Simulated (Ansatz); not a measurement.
MoS2:

```
CELL_PARAMETERS angstrom
3.16900 0.00000 0.00000
-1.58450 2.74443 0.00000
0.00000 0.00000 12.32400
ATOMIC_POSITIONS crystal
Mo 0.66667 0.33333 0.75000
Mo 0.33333 0.66667 0.25000
S 0.66667 0.33333 0.37700
S 0.33333 0.66667 0.87700
S 0.66667 0.33333 0.12300
S 0.33333 0.66667 0.62300
```

```yaml
Program: Ansatz 0.2.0
Task: relaxation of cell and atoms
Functional: SVWN5
Potentials_or_basis: Ansatz PAW
Cutoff: "420 eV (not typed: the program's choice for these potentials)"
k_mesh: 10 × 10 × 3
Occupations: fermi-dirac, width 0.05 eV
Spin: no spin polarisation
```

At the start: volume 17.86 Å³/atom.

Q: How do energy, volume and symmetry change on relaxing?

A: It ends after 6 steps and the volume is 16.98 Å³/atom (-5.0 %); space group P6_3/mmc (No. 194, to 0.05 Å).

Step by step:
| step | energy change (eV) | largest force (eV/Å) | volume (Å³) |
| --- | --- | --- | --- |
| 1 | 0.0000 | 0.4905 | 107.18 |
| 2 | -0.0108 | 0.1458 | 97.79 |
| 3 | -0.0775 | 0.0452 | 102.76 |
| 4 | -0.0788 | 0.0237 | 101.93 |
| 5 | -0.0789 | 0.0019 | 101.87 |
| 6 | -0.0785 | 0.0018 | 101.87 |

Final structure:
```xyz
6
Lattice="3.1214 0.0000 0.0000 -1.5607 2.7032 0.0000 0.0000 0.0000 12.0724" Properties=species:S:1:pos:R:3 pbc="T T T"
Mo    1.5607    0.9011    9.0543
Mo    0.0000    1.8022    3.0181
S     1.5607    0.9011    4.5721
S     0.0000    1.8022   10.6083
S     1.5607    0.9011    1.4641
S     0.0000    1.8022    7.5003
```

Caveat: the plane-wave basis is chosen anew once the cell has moved, so the energies of steps on either side of that aren't comparable; the PAW data sets come from PBE, with cores solved anew for the run's functional, which leaves a small shift of forces and pressure.
